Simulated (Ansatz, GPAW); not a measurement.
## In: 3 runs at one level of theory

```
In
1.0
     1.66964    0.96397    8.20746
    -1.66964    0.96397    8.20746
     0.00000   -1.92793    8.20746
In
3
Direct
  0.22199 0.22199 0.22199
  0.77801 0.77801 0.77801
  0.00000 0.00000 0.00000
```

This isn't the form of In at room conditions, which is tetragonal.

Alike in all runs: task single point; functional PBEsol; k mesh 9 × 9 × 9; occupations fermi-dirac, width 0.05 eV; no spin polarisation; no spin-orbit coupling. Pressure is positive in compression and, in plane waves, holds the error of the finite cutoff, which Ansatz's Pulay term estimates and takes out.

```csv
program and potentials,plane-wave cutoff (eV),notes,pressure (GPa)
"Ansatz, Ansatz PAW",420,"potentials made for PBE, which Ansatz adapts in part; Pulay term of +0.04 GPa included",-1.12
"Ansatz, all-electron LAPW, scalar-relativistic",-,-,?
"GPAW, PAW data sets generated for this functional",600,-,-1.46
```

**Question.** Estimate from the other rows what the run with Ansatz, all-electron LAPW, scalar-relativistic gave.

**Answer.** Pressure -1.11 GPa. The other rows, which needn't bracket it: pressure -1.46 to -1.12.
